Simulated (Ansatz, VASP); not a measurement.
## BN: VASP beside Ansatz

```
CELL_PARAMETERS angstrom
2.45288 0.00000 0.00000
-1.22644 2.12425 0.00000
0.00000 0.00000 6.52522
ATOMIC_POSITIONS crystal
B 0.33333 0.66667 0.25000
B 0.66667 0.33333 0.75000
N 0.33333 0.66667 0.75000
N 0.66667 0.33333 0.25000
```

Change from the starting cell: volume scaled by 0.94.

Alike in both runs: task single point; functional PBE; k mesh 11 × 11 × 4; occupations fermi-dirac, width 0.02 eV; no spin polarisation.

|  | VASP | Ansatz |
| --- | --- | --- |
| version | VASP 6.6.1 | Ansatz 0.2.0 |
| potentials or method | VASP PAW PBE potentials, release 64 (B, N), cutoff 520 eV | all-electron LAPW, scalar-relativistic |

Ansatz gave:

- gap on the k mesh at the Fermi level (eV): 4.41
- pressure (GPa): 20.4
- largest component of the traceless stress (GPa): 16.57

Q: What did VASP give for the same quantities?

A: gap on the k mesh at the Fermi level (eV): 4.41; pressure (GPa): 20.5; largest component of the traceless stress (GPa): 16.86.

Ansatz ran all-electron here, so the differences hold the error of VASP's frozen core and of both bases.

Caveats: so large a pressure means that the cell lies far from this level's equilibrium, or that cutoff or potentials fall short (VASP); an odd mesh through Γ misses points on the zone boundary, where band edges often lie; this functional lacks dispersion, which binds the layers, so the pressure and a relaxed spacing across them are unreliable.
